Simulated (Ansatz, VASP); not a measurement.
**Ba in VASP and in Ansatz**

The input INCAR:

```
SYSTEM = Ba
PREC = Accurate
ENCUT = 520
EDIFF = 1E-6
ISMEAR = 0
SIGMA = 0.1
LREAL = .False.
LASPH = .True.
NELM = 80
ALGO = Normal
ISIF = 2
LWAVE = .False.
LCHARG = .False.
GGA = PE
NBANDS = 11
```

The input KPOINTS:

```
regular mesh
0
Gamma
  12 12 12
  0 0 0
```

The input POSCAR:

```
Ba
1.0
   -2.4604000000      2.4604000000      2.4604000000
    2.4604000000     -2.4604000000      2.4604000000
    2.4604000000      2.4604000000     -2.4604000000
Ba
1
Direct
    0.0000000000      0.0000000000      0.0000000000
```

Input for Ansatz:

```yaml
crystal:
  lattice:
    - [-2.4604, 2.4604, 2.4604]
    - [2.4604, -2.4604, 2.4604]
    - [2.4604, 2.4604, -2.4604]
  atoms:
    - { symbol: Ba, position: [0.0, 0.0, 0.0] }
basis:
  ecutwfc: 420
kpoints:
  mp_grid: { grid: [12, 12, 12] }
hamiltonian:
  xc: pbe
scf:
  occupations: { method: gaussian, width: 0.1 }
output:
  forces: true
  stress: true
  eigenvalues: true
```

Alike in both runs: task single point; functional PBE; k mesh 12 × 12 × 12; occupations gaussian, width 0.1 eV; no spin polarisation.

```csv
,VASP,Ansatz
version,VASP 6.6.1,Ansatz 0.2.0
potentials or method,"VASP PAW PBE potentials, release 64 (Ba_sv)","scalar-relativistic, plane waves, PAW"
plane-wave cutoff (eV),520,420
valence electrons in the cell,10,10
```

|  | VASP | Ansatz | Ansatz less VASP |
| --- | --- | --- | --- |
| gap on the k mesh at the Fermi level (eV) | none | none | - |
| pressure (GPa) | 0.6 | 0.6 | -0.08 |

A gap of «none» marks a metal or a gap that the smearing closes.

Spin-orbit coupling is left out, which matters for the levels of Ba.
